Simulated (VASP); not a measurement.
# TePb (db): single point with PBE

TePb (db):

```
Te Pb
1.0
     0.00000    3.23100    3.23100
     3.23100    0.00000    3.23100
     3.23100    3.23100    0.00000
Te Pb
1 1
Direct
  0.50000 0.50000 0.50000
  0.00000 0.00000 0.00000
```

The cell isn't the ideal one: the database cell kept.

```yaml
Program: VASP 6.6.1
Task: single point
Functional: PBE
Potentials_or_basis: VASP PAW PBE potentials, release 64 (Te, Pb_d)
Cutoff: 520 eV
k_mesh: 8 × 8 × 8
Occupations: gaussian, width 0.02 eV
Spin: no spin polarisation
```

```json
{
 "Pressure": "2.1 GPa",
 "Band gap on the k mesh": "0.74 eV, direct"
}
```

Levels at points of the mesh, in eV from the valence-band top:
```csv
k point,band 7,band 8,band 9,band 10,band 11,band 12,band 13,band 14
"(0.00, 0.00, 0.00)",-5.60,-1.35,-1.35,-1.35,4.08,4.08,4.08,5.79
"(0.50, 0.00, 0.00)",-8.59,-0.89,-0.89,0.00,0.74,1.27,1.27,8.39
"(0.50, 0.50, 0.00)",-7.29,-4.50,-2.80,-2.80,3.29,5.48,5.48,6.71
```

Wall time 14 s on 1 thread of Intel(R) Xeon(R) 6975P-C (Granite Rapids), on a shared host, peak memory 0.22 GiB.

Caveat: spin-orbit coupling is left out, which as a rule narrows the gap of such compounds by several tenths of an eV. A k mesh can miss the band edges.
